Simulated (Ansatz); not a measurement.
Runs of Ansatz 0.2.0 on Au. The structure is cubic, space group Fm-3m (No. 225). The conventional cell has a = 4.070 Å, b = 4.070 Å, c = 4.070 Å, α = 90.00°, β = 90.00°, γ = 90.00°. Au (site symmetry m-3m) has 12 Au at 2.88 Å as nearest neighbours. 

```tsv
task	level	spin	U	fixed moment (μB)	cell	k mesh	cutoff (eV)	smearing	basis error allowed	gap on the mesh (eV)	pressure (GPa)	relaxed volume (Å³/atom)
single point	PBE	off	-	-	Fm-3m, 16.85 Å³/atom	8 × 8 × 8	231	fermi-dirac 0.02 eV	0.002 eV/atom	none	11.8	-
single point	PBE	off	-	-	Fm-3m, 16.85 Å³/atom	11 × 11 × 11	249	gaussian 0.013 eV	0.001 eV/atom	none	10.8	-
single point	RPBE	off	-	-	Fm-3m, 16.85 Å³/atom	11 × 11 × 11	249	gaussian 0.02 eV	0.001 eV/atom	none	(a)	-
relaxation of cell and atoms	BLYP+D4	off	-	-	relaxed	11 × 11 × 11	-	fermi-dirac 0.05 eV	0.001 eV/atom	-	0.0	17.89
relaxation of cell and atoms	LDA	off	-	-	relaxed	11 × 11 × 11	-	fermi-dirac 0.05 eV	0.001 eV/atom	-	0.0	16.58
single point	PBE	off	-	-	Fm-3m, 16.85 Å³/atom	11 × 11 × 11	249	gaussian 0.05 eV	0.001 eV/atom	none	10.8	-
```

Alike in all rows: potentials or basis all-electron LAPW, scalar-relativistic.

**Question.** Fill in the values left out.

**Answer.** (a) 14.9.

Caveats: the k mesh is thin for a metal, which can move the energy by tens of meV per atom (some runs).

A k mesh can miss the band edges, and the runs leave out spin-orbit coupling on Au.

A gap of «none» marks a metal or a gap under the smearing width.
